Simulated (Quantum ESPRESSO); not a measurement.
Runs of Quantum ESPRESSO 7.5 on BAs. Symmetry: Pm-3m, No. 221, cubic system. Conventional cell: a = 2.957 Å, b = 2.957 Å, c = 2.957 Å, α = 90.00°, β = 90.00°, γ = 90.00°. Around B (site symmetry m-3m) lie 8 As at 2.56 Å. Around As (site symmetry m-3m) lie 8 B at 2.56 Å. The cell was built by a generator and needn't be a form met in nature.

```tsv
cell	k mesh	mixing ndim	diago david ndim	other keys	mesh quality	gap on the mesh (eV)	pressure (GPa)
relaxed	6 × 6 × 6, shifted	16	3	mixing_ndim = 16; diago_david_ndim = 3	coarse	none	0.0
as given	10 × 10 × 10	-	-	-	not flagged	none	-5.9
as given	12 × 12 × 12	-	-	-	not flagged	none	-5.8
as given	8 × 8 × 8	-	-	-	not flagged	none	-6.1
as given	4 × 4 × 4	-	-	-	coarse	none	(a)
```

Alike in all rows: task phonons; level PBEsol; potentials or basis GBRV 1.5 PBEsol; no spin polarisation; cutoff (eV) 612; smearing fermi-dirac 0.05 eV.

Q: Fill in the values left out.

A: (a) -9.0.

Caveats: some runs use coarse meshes; the mesh is thin for the phonons of a metal (some runs); some modes are imaginary (some runs); the cell is more than 3 GPa from zero pressure, which shifts response properties (some runs).

A k mesh can miss the band edges, and the runs leave out spin-orbit coupling on As.

A gap of «none» marks a metal or a gap under the smearing width.

Runs at the PBE level aren't shown here.
